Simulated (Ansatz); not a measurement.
Input of an Ansatz 0.2.0 run:

File input.yaml:

```yaml
crystal:
  lattice:
    - [-0.09159188, 0.02278148, -3.96239693]
    - [3.88088382, 4.13177996, 0.06849871]
    - [3.92317125, -4.17406739, 0.11385529]
  atoms:
    - { symbol: Ba, position: [0.9974869, 0.00014772, 0.00042717] }
    - { symbol: Ba, position: [0.99982027, 0.4987526, 0.50108677] }
    - { symbol: Ti, position: [0.5007474, 0.49905912, 0.99785408] }
    - { symbol: Ti, position: [0.50365646, 0.99876813, 0.49738197] }
    - { symbol: O, position: [0.99895966, 0.49877997, 0.99824097] }
    - { symbol: O, position: [0.00194463, 0.99975533, 0.50211677] }
    - { symbol: O, position: [0.49413247, 0.25152792, 0.25251016] }
    - { symbol: O, position: [0.49937016, 0.75231443, 0.7482599] }
    - { symbol: O, position: [0.50325957, 0.25086477, 0.74968771] }
    - { symbol: O, position: [0.50062248, 0.75003001, 0.25243449] }
hamiltonian:
  xc: pbesol
  pseudopotentials: { kind: paw }
  dispersion: d3bj
kpoints:
  mp_grid: { grid: [7, 5, 5] }
scf:
  occupations: { method: fermi_dirac, width: 0.05 }
output:
  forces: true
  stress: true
  eigenvalues: true
relax:
  f_tol: 0.01
  max_steps: 40
  cell: { stress_tol: 0.05 }
```

Potentials or basis: Ansatz PAW.

Run with:

```sh
$ ansatz run input.yaml --threads 4 --pin off --max-ram 11264MiB --backend cpu --events-out ev --progress --plain --runs-dir out
```

(1) Predict the relaxed cell.

(2) Estimate the space group after relaxing (to 0.05 Å).

(3) Estimate the band gap on the k mesh.

Results:

(1) a = 3.952 Å, b = 5.587 Å, c = 5.593 Å, α = 90.07°, β = 90.09°, γ = 89.99°.

(2) R3m (No. 160).

(3) 2.14 eV.

Caveat: odd divisions of the mesh miss points on the zone boundary, where band edges often lie, so the gap on the mesh can be too wide; the plane-wave basis is chosen anew once the cell has moved, so the energies of steps on either side of that aren't comparable; spin-orbit coupling is left out, which moves the levels of the heavy elements.
